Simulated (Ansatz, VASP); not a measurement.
# Co in VASP and in Ansatz

INCAR

```
  PREC = Accurate
  ENCUT = 520
  EDIFF = 1E-7
  ISMEAR = -1
  SIGMA = 0.05
  LREAL = F
  LASPH = T
  NELM = 100
  ALGO = Normal
  ISIF = 2
  LWAVE = F
  LCHARG = F
  ISPIN = 2
  MAGMOM = 2 2
  LORBIT = 11
  LMAXMIX = 4
  GGA = PE
  NBANDS = 20
```

KPOINTS

```
Automatic mesh
0
Gamma
  12 12 7
```

File POSCAR:

```
Co
1.0
    2.5361491194      0.0000000000      0.0000000000
   -1.2680745597      2.1963695652      0.0000000000
    0.0000000000      0.0000000000      4.1429820789
Co
2
Direct
    0.3333333333      0.6666666667      0.7401390000
    0.6666666667      0.3333333333      0.2598610000
```

The input input.yaml:

```yaml
crystal:
  lattice:
    - [2.5361491194, 0.0, 0.0]
    - [-1.2680745597, 2.1963695652, 0.0]
    - [0.0, 0.0, 4.1429820789]
  atoms:
    - { symbol: Co, position: [0.3333333333, 0.6666666667, 0.740139], spin: 2.0 }
    - { symbol: Co, position: [0.6666666667, 0.3333333333, 0.259861], spin: 2.0 }
hamiltonian:
  xc: pbe
  pseudopotentials: { kind: paw }
magnetization:
  spin_polarized: true
kpoints:
  mp_grid: { grid: [12, 12, 7] }
scf:
  occupations: { method: fermi_dirac, width: 0.05 }
output:
  forces: true
  stress: true
  eigenvalues: true
  write_density: true
  write_potential: true
  elf: true
  volumetric_format: npy
```

Change from the starting cell: volume scaled by 1.06.

Alike in both runs: task single point; functional PBE; k mesh 12 × 12 × 7; occupations fermi-dirac, width 0.05 eV; collinear spin, ferromagnetic start.

|  | VASP | Ansatz |
| --- | --- | --- |
| version | VASP 6.6.1 | Ansatz 0.2.0 |
| potentials or method | VASP PAW PBE potentials, release 64 (Co) | Ansatz PAW |
| plane-wave cutoff (eV) | 520 | 420 |
| valence electrons in the cell | 18 | 34 |

```tsv
	VASP	Ansatz	Ansatz less VASP
gap on the k mesh at the Fermi level (eV)	none	none	-
pressure (GPa)	-10.5	-10.2	+0.39
largest component of the traceless stress (GPa)	1.48	1.41	-0.073
rms of the force components (eV/Å)	0.179	0.184	+0.0056
net moment per atom (μB)	1.67	1.68	+0.007
size of the moment on the site where the two differ most (μB)	1.70	1.76	+0.061
```

Site moments also hang on the region over which each program counts them. Atom by atom the forces differ by 0.006 eV/Å (rms over components). A gap of «none» marks a metal or a gap that the smearing closes. The functional is the same, so the differences come from potentials, cutoffs and numerics. The two sets of potentials don't hold the same shells in valence.
